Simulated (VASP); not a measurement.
# Ca (Fm-3m) in VASP: further runs, part 2 of 2

VASP 6.6.1.

## 3. Relaxation of cell and atoms, PBEsol

INCAR reads:

```
  ALGO = Normal
  EDIFF = 1E-7
  EDIFFG = -0.005
  ENCUT = 580
  GGA = PS
  IBRION = 2
  ISIF = 3
  ISMEAR = 0
  LASPH = True
  LCHARG = False
  LREAL = False
  LWAVE = False
  NELM = 80
  NSW = 90
  PREC = Accurate
  SIGMA = 0.1
```

KPOINTS reads:

```
k-points
0
Gamma
  14 14 14
```

POSCAR reads:

```
Ca
1.0
    0.0000000000      2.8005000000      2.8005000000
    2.8005000000      0.0000000000      2.8005000000
    2.8005000000      2.8005000000      0.0000000000
Ca
1
Direct
    0.0000000000      0.0000000000      0.0000000000
```

Potentials or basis: VASP PAW PBE potentials, release 64 (Ca_pv).

Launch:

```
$ cat potpaw_PBE.64/Ca_pv/POTCAR > POTCAR
$ mpirun -np 1 vasp_std > vasp.out
```

Wall time 93 s (1 thread of Intel Xeon Platinum 8175M at 2.50GHz (Skylake/Cascade Lake), shared host); peak memory 0.21 GiB.

It converged, with:

```yaml
Free_energy: -2.1263 eV
Relaxed_volume: 40.58 Å³/atom
Relaxed_cell: a = 3.857 Å, b = 3.857 Å, c = 3.857 Å, α = 60.00°, β = 60.00°, γ = 60.00°
Space_group_after_relaxing_to_0.05_Å: Fm-3m (No. 225)
Energy_gained_by_relaxing: 14.0 meV/atom
Ionic_steps: 4
Pressure_after_relaxing: 0.0 GPa
Band_gap_on_the_k_mesh: none (metal or under the smearing width)
```

The path:
```tsv
step	energy change (eV)	largest force (eV/Å)	pressure (GPa)	volume (Å³)
1	0.0000	0.0000	-1.26	43.93
2	-0.0121	0.0000	-0.49	41.76
3	-0.0139	0.0000	-0.04	40.68
4	-0.0140	0.0000	0.00	40.58
```

Final structure:
```cif
data_structure
_symmetry_space_group_name_H-M 'P 1'
_symmetry_Int_Tables_number 1
_cell_length_a 3.8573
_cell_length_b 3.8573
_cell_length_c 3.8573
_cell_angle_alpha 60.000
_cell_angle_beta 60.000
_cell_angle_gamma 60.000
_cell_volume 40.58
loop_
_atom_site_label
_atom_site_type_symbol
_atom_site_fract_x
_atom_site_fract_y
_atom_site_fract_z
_atom_site_occupancy
Ca1 Ca 0.00000 0.00000 0.00000 1
```

Levels at points of the mesh, in eV from the Fermi level:
| k point | band 1 | band 2 | band 3 | band 4 | band 5 | band 6 | band 7 | band 8 |
| --- | --- | --- | --- | --- | --- | --- | --- | --- |
| (0.00, 0.00, 0.00) | -22.70 | -22.70 | -22.70 | -4.10 | 2.40 | 2.40 | 2.40 | 3.53 |
| (0.50, 0.00, 0.00) | -22.86 | -22.72 | -22.72 | -1.01 | -0.13 | 2.28 | 2.28 | 4.26 |
| (0.50, 0.50, 0.00) | -22.85 | -22.76 | -22.76 | -0.49 | 0.56 | 1.03 | 4.26 | 4.45 |

Caveat: the PAW data sets were made with another functional, which shifts forces and pressure a little.

## 4. Relaxation of cell and atoms, PBEsol

Edit INCAR of step 3 so:

```diff
@@ -3,3 +3,3 @@
   EDIFFG = -0.005
-  ENCUT = 580
+  ENCUT = 480
   GGA = PS
```

KPOINTS is that of step 3.

POSCAR is that of step 3.

Potentials or basis: VASP PAW PBE potentials, release 64 (Ca_sv).

Launch:

```
$ cat potpaw_PBE.64/Ca_sv/POTCAR > POTCAR
$ mpirun -np 1 vasp_std > vasp.out
```

It took 2.5 min on 1 thread of Intel Xeon Platinum 8175M at 2.50GHz (Skylake/Cascade Lake), shared host; peak memory 0.19 GiB.

It converged, with:

| Item | Value |
| --- | --- |
| Free energy | -2.1378 eV |
| Relaxed volume | 40.58 Å³/atom |
| Relaxed cell | a = 3.857 Å, b = 3.857 Å, c = 3.857 Å, α = 60.00°, β = 60.00°, γ = 60.00° |
| Space group after relaxing (to 0.05 Å) | Fm-3m (No. 225) |
| Energy gained by relaxing | 13.8 meV/atom |
| Ionic steps | 4 |
| Pressure after relaxing | 0.0 GPa |
| Band gap on the k mesh | none (metal or under the smearing width) |

The path:
```
step  energy change (eV)  largest force (eV/Å)  pressure (GPa)  volume (Å³)
   1              0.0000                0.0000           -1.25        43.93
   2             -0.0119                0.0000           -0.50        41.78
   3             -0.0138                0.0000           -0.04        40.67
   4             -0.0138                0.0000            0.00        40.58
```

Final structure:
```
Ca
1.0
     0.00000    2.72754    2.72754
     2.72754    0.00000    2.72754
     2.72754    2.72754    0.00000
Ca
1
Cartesian
  2.7275 5.4551 2.7275
```

Levels at points of the mesh, in eV from the Fermi level:
```csv
k point,band 3,band 4,band 5,band 6,band 7,band 8
"(0.00, 0.00, 0.00)",-22.73,-22.73,-4.10,2.38,2.38,2.38
"(0.50, 0.00, 0.00)",-22.75,-22.75,-1.01,-0.12,2.26,2.26
"(0.50, 0.50, 0.00)",-22.79,-22.79,-0.49,0.55,1.04,4.23
```

Caveat: the PAW data sets were made with another functional, which shifts forces and pressure a little.

## 5. Relaxation of cell and atoms, RPBE

Edit INCAR of step 4 so:

```diff
@@ -3,4 +3,4 @@
   EDIFFG = -0.005
-  ENCUT = 480
-  GGA = PS
+  ENCUT = 600
+  GGA = RP
   IBRION = 2
```

KPOINTS is that of step 4.

POSCAR is that of step 4.

Potentials or basis: VASP PAW PBE potentials, release 64 (Ca_sv).

Launch:

```
$ cat potpaw_PBE.64/Ca_sv/POTCAR > POTCAR
$ mpirun -np 1 vasp_std > vasp.out
```

OUTCAR:

```text
EDIFF = 1E-7
   EDIFFG = -0.005
   ENCUT = 600
   GGA = RP
   IBRION = 2
   ISIF = 3
   ISMEAR = 0
   LASPH = True
   LREAL = False
   NELM = 80
   NSW = 90
   PREC = Accurate

 ion  position               nearest neighbor table
   1  0.000  0.000  0.000-

  LATTYP: Found a face centered cubic cell.
 ALAT       =     5.6010000000

  Lattice vectors:

 A1 = (   0.0000000000,   2.8005000000,   2.8005000000)
 A2 = (   2.8005000000,   0.0000000000,   2.8005000000)
 A3 = (   2.8005000000,   2.8005000000,   0.0000000000)

Analysis of symmetry for initial positions (statically):
=====================================================================
 Subroutine PRICEL returns:
 Original cell was already a primitive cell.

[... 254 lines left out ...]
 fundamental gap:      0.0167299546
 Fermi energy:         1.8518634934

 k-point     1 :       0.0000    0.0000    0.0000
  band No.  band energies     occupation
      1     -40.4057      2.00000
      2     -21.2694      2.00000
      3     -21.2694      2.00000
      4     -21.2694      2.00000
      5      -2.0623      2.00000
      6       4.1738      0.00000
      7       4.1738      0.00000
      8       4.1738      0.00000
      9       5.1760      0.00000
[... 265 lines left out ...]
 k-point    24 :       0.2857    0.1429    0.0000
  band No.  band energies     occupation
      1     -40.3996      2.00000
      2     -21.3245      2.00000
      3     -21.2848      2.00000
      4     -21.2836      2.00000
      5      -0.8991      2.00000
      6       3.2466      0.00000
      7       4.1383      0.00000
      8       4.4623      0.00000
      9       4.8692      0.00000

 [... further k-points ...]

------------------------ aborting loop because EDIFF is reached ----------------------------------------

  FORCE on cell =-STRESS in cart. coord.  units (eV):
  Direction    XX          YY          ZZ          XY          YZ          ZX
  --------------------------------------------------------------------------------------
  -------------------------------------------------------------------------------------
  Total       -0.0013327     -0.0013327     -0.0013327      0.0000000      0.0000000     -0.0000000
  in kB       -0.0479639     -0.0479639     -0.0479639      0.0000000      0.0000000     -0.0000000
  external PRESSURE =      -0.0479639 kB  Pullay stress =       0.0000000 kB
[... 16 lines left out ...]
  FREE ENERGIE OF THE ION-ELECTRON SYSTEM (eV)
  ---------------------------------------------------
  free  energy   TOTEN  =        -1.7485895332 eV

  energy  without entropy=       -1.7417930858  energy(sigma->0) =       -1.74519131

 reached required accuracy - stopping structural energy minimisation
```

Wall time 2 min (1 thread of Intel Xeon Platinum 8175M at 2.50GHz (Skylake/Cascade Lake), shared host); peak memory 0.21 GiB.

What came out:

```yaml
Free_energy: -1.7486 eV
Relaxed_volume: 44.52 Å³/atom
Relaxed_cell: a = 3.978 Å, b = 3.978 Å, c = 3.978 Å, α = 60.00°, β = 60.00°, γ = 60.00°
Space_group_after_relaxing_to_0.05_Å: Fm-3m (No. 225)
Energy_gained_by_relaxing: 0.4 meV/atom
Ionic_steps: 3
Pressure_after_relaxing: 0.0 GPa
Band_gap_on_the_k_mesh: none (metal or under the smearing width)
```

Step by step:
```csv
step,energy change (eV),largest force (eV/Å),pressure (GPa),volume (Å³)
1,0.0000,0.0000,0.22,43.93
2,-0.0003,0.0000,0.07,44.31
3,-0.0004,0.0000,0.00,44.52
```

Final structure:
```cif
data_structure
_symmetry_space_group_name_H-M 'P 1'
_symmetry_Int_Tables_number 1
_cell_length_a 3.9782
_cell_length_b 3.9782
_cell_length_c 3.9782
_cell_angle_alpha 60.000
_cell_angle_beta 60.000
_cell_angle_gamma 60.000
_cell_volume 44.52
loop_
_atom_site_label
_atom_site_type_symbol
_atom_site_fract_x
_atom_site_fract_y
_atom_site_fract_z
_atom_site_occupancy
Ca1 Ca 0.00000 0.00000 0.00000 1
```

Levels at points of the mesh, in eV from the Fermi level:
| k point | band 2 | band 3 | band 4 | band 5 | band 6 | band 7 | band 8 | band 9 |
| --- | --- | --- | --- | --- | --- | --- | --- | --- |
| (0.00, 0.00, 0.00) | -23.12 | -23.12 | -23.12 | -3.91 | 2.32 | 2.32 | 2.32 | 3.32 |
| (0.50, 0.00, 0.00) | -23.23 | -23.14 | -23.14 | -0.93 | -0.22 | 2.21 | 2.21 | 3.96 |
| (0.50, 0.50, 0.00) | -23.23 | -23.16 | -23.16 | -0.38 | 0.64 | 0.87 | 3.95 | 4.13 |

Caveat: the PAW data sets were made with another functional, which shifts forces and pressure a little. RPBE and its kin give volumes clearly too large for solids.

## 6. The runs side by side

```csv
task,level,potentials or basis,cell,cutoff (eV),gap on the mesh (eV),pressure (GPa),relaxed volume (Å³/atom)
single point,PBEsol,"VASP PAW PBE potentials, release 64 (Ca_sv)",as given,520,none,-1.2,-
relaxation of cell and atoms,PBEsol,"VASP PAW PBE potentials, release 64 (Ca_pv)",relaxed,580,none,0.0,40.58
relaxation of cell and atoms,PBEsol,"VASP PAW PBE potentials, release 64 (Ca_sv)",relaxed,480,none,0.0,40.58
relaxation of cell and atoms,RPBE,"VASP PAW PBE potentials, release 64 (Ca_sv)",relaxed,600,none,0.0,44.52
```

Alike in all rows: no spin polarisation; k mesh 14 × 14 × 14; smearing gaussian 0.1 eV.

Caveats: the PAW data sets were made with another functional, which shifts forces and pressure a little.

Absolute energies hang on the potentials; compare differences alone.
